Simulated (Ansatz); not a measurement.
# TiAl: what symmetry allows forces and stress to be

```
CELL_PARAMETERS angstrom
2.86726 0.00000 0.00000
-1.43363 2.48312 0.00000
0.00000 0.00000 4.67808
ATOMIC_POSITIONS crystal
Ti 0.03139 0.00000 0.00000
Al 0.33333 0.66667 0.50000
```

Theory: DFT PBE, scalar-relativistic, plane waves, PAW in Ansatz 0.2.0.

Plane waves to 420 eV, a k mesh through Γ of 15×15×8 on the computed 2-atom cell and Gaussian smearing (0.10 eV); no spin polarisation.

This distorted cell has space group Pm, with 2 operations.

Without a calculation: in which directions can each atom feel a force?

A force must be left unchanged by every operation that keeps its atom in place, so it lies in the space that those operations leave fixed. Atoms that the group maps onto each other feel forces of one size.
| atom | site symmetry | operations at the site | equivalent to atom | allowed force (Cartesian) |
| --- | --- | --- | --- | --- |
| Ti1 | m | 2 | 1 | in the plane normal to (0.00, 0.00, 1.00) |
| Al2 | m | 2 | 2 | in the plane normal to (0.00, 0.00, 1.00) |

That leaves 4 independent force components of 6, tied by 2 conditions that the forces sum to zero, so 2 remain. A relaxation in this cell that keeps the symmetry moves the atoms in these directions alone.

And the stress tensor?

It must be invariant under the point group, which leaves 4 independent components: yz, xz vanish.

Do the computed values obey this?

Yes. Forces (eV/Å):
```
Ti1 -0.176  0.020  0.000
Al2  0.176 -0.020  0.000
```

Stress (GPa, compression positive, xx yy zz yz xz xy): 0.72 0.78 -0.71 0.00 0.00 -1.35. The program imposes the same operations on density, forces and stress, so this confirms the analysis and is no independent test of the calculation.